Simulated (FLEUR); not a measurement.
**MgB2: band structure with LDA**

The system is MgB2.

```
CELL_PARAMETERS angstrom
3.08500 0.00000 0.00000
-1.54250 2.67169 0.00000
0.00000 0.00000 3.52300
ATOMIC_POSITIONS crystal
Mg 0.00000 0.00000 0.00000
B 0.66667 0.33333 0.50000
B 0.33333 0.66667 0.50000
```

* Program: FLEUR MaX-R8.1 (later development tree)
* Task: band structure
* Functional: LDA
* Potentials or basis: all-electron
* Basis: FLAPW
* Kmax: 4.62 1/bohr
* k mesh: 10 × 10 × 8
* Occupations: fermi-dirac, width 0.05 eV
* Spin: no spin polarisation
* Gmax: 14.3 1/bohr
* Muffin-tin radii: Mg 2.66, B 1.56 bohr
* lmax: Mg 11, B 8
* Local orbitals a species: Mg 5, B 3
* Max iterations: 60
* Mixing factor: 0.05
* Mixer: Anderson
* Mixer history: 15
* Density convergence: 1e-05 me/bohr^3

| Quantity | Value |
| --- | --- |
| Band gap along the path | none (metal or under the smearing width) |
| Valence electrons inside the program's atomic spheres | Mg 9.44; B 1.46 (radii Mg 2.66, B 1.56 bohr) |

Levels at the corners of the path, in eV from the Fermi level:
| point | band 6 | band 7 | band 8 | band 9 | band 10 | band 11 |
| --- | --- | --- | --- | --- | --- | --- |
| Γ | -2.96 | 0.32 | 0.32 | 1.60 | 6.23 | 6.23 |
| M | -7.80 | -2.20 | 0.18 | 3.01 | 3.86 | 5.26 |
| K | -7.17 | -5.88 | 1.75 | 1.75 | 6.09 | 6.09 |
| Γ | -2.96 | 0.32 | 0.32 | 1.60 | 6.23 | 6.23 |
| A | -7.47 | 0.69 | 0.69 | 6.58 | 6.58 | 7.84 |
| L | -6.87 | -3.58 | -1.91 | -1.37 | 5.72 | 8.55 |
| H | -6.27 | -5.19 | -2.04 | -2.04 | 3.37 | 11.46 |
| A | -7.47 | 0.69 | 0.69 | 6.58 | 6.58 | 7.84 |
| L | -6.87 | -3.58 | -1.91 | -1.37 | 5.72 | 8.55 |
| M | -7.80 | -2.20 | 0.18 | 3.01 | 3.86 | 5.26 |
| K | -7.17 | -5.88 | 1.75 | 1.75 | 6.09 | 6.09 |
| H | -6.27 | -5.19 | -2.04 | -2.04 | 3.37 | 11.46 |

Core levels (eV from the Fermi level):
```csv
atom,levels
1 Mg,1s1/2 -1248.5
2 B,1s1/2 -170.0
3 B,1s1/2 -170.0
```

It took 47 s on 1 thread of Arm Neoverse V1, on a shared host, peak memory 0.06 GiB.
